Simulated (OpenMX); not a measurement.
The system is CuI (Marshite).

```
I Cu
1.0
     0.00000    3.03150    3.03150
     3.03150    0.00000    3.03150
     3.03150    3.03150    0.00000
I Cu
1 1
Direct
  0.00000 0.00000 0.00000
  0.75000 0.75000 0.75000
```

Base run:

| Property | Result |
| --- | --- |
| Program | OpenMX 3.8.5 |
| Functional | PBE |
| Potentials or basis | OpenMX 2013 PBE set, I7.0-s3p2d2f1, Cu6.0H-s3p2d2, grid cutoff 500 Ry |
| k mesh | 7 × 7 × 7 |
| Occupations | fermi-dirac, width 0.05 eV |
| Spin | non-collinear spin, zero start, spin-orbit coupling |
| Starting moments | [[0.0, 0.0, 0.0], [0.0, 0.0, 0.0]] μB |

Its results: band gap on the k mesh 1.12 eV, direct.

Q: The run is repeated on the same cell with these changes: k mesh from 7 × 7 × 7 to 9 × 9 × 9; spin from non-collinear spin, zero start, spin-orbit coupling to no spin polarisation. What comes out?

A: Band gap on the k mesh 1.30 eV, direct.

Several settings changed at once, so the effect can't be laid on one alone.

Caveats: the basis of atomic orbitals isn't converged, which shifts pressures, moduli and gaps; total energies with and without spin-orbit coupling shouldn't be compared in this program (some runs); spin-orbit coupling is left out, which moves the levels of the heavy elements (some runs).
